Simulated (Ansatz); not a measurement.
BaTe in the wurtzite structure (it has left that coordination), relaxed with r2SCAN in the PAW code Ansatz. The symmetry is P6_3/mmc (No. 194, hexagonal); conventional cell a = 5.972 Å, c = 7.004 Å, 54.08 Å³ an atom. Around Ba lie 5 Te at 3.45–3.50 Å; around Te lie 5 Ba at 3.45–3.50 Å. The cell started from the wurtzite prototype, but the relaxation took it to the higher symmetry P6_3/mmc (No. 194), so the name no longer describes it.

The axes x, y and z are those of this cell:
```xyz
4
Lattice="5.9722 0.0000 0.0000 -2.9861 5.1721 0.0000 0.0000 0.0000 7.0037" Properties=species:S:1:pos:R:3 pbc="T T T"
Ba    0.0000    3.4480   -0.4377
Ba    2.9861    1.7240    3.0641
Te    0.0000    3.4480    3.0641
Te    2.9861    1.7240    6.5660
```

Unstrained: With PBE the valence top lies at Γ and the conduction bottom at K, 1.962 eV higher; the smallest vertical gap, at K, is 2.214 eV. With r2SCAN the valence top lies at Γ and the conduction bottom at K, 2.308 eV higher; the smallest vertical gap, at K, is 2.567 eV. Meshes: PBE 6×6×4, r2SCAN 6×6×4. Strains are changes of length per length. After each strain the atoms were relaxed again with r2SCAN within the symmetry that the strain leaves, so tilts or polar shifts that break it weren't tested; points keep the names that they have in the unstrained zone. These are computed values for a spin-unpolarised cell that may be hypothetical; none is a measurement.

Q: Estimate what epitaxial -2.11 % in the xy plane, free normal strain +0.45 % does to the gap.

A: PBE: the gap goes from 1.962 to 1.937 eV (-0.025 eV). r2SCAN: the gap goes from 2.308 to 2.280 eV (-0.028 eV). The r2SCAN energy rises by 8.6 meV an atom.

Spin-orbit coupling is left out, which matters wherever the heavy atoms make up the band edges.
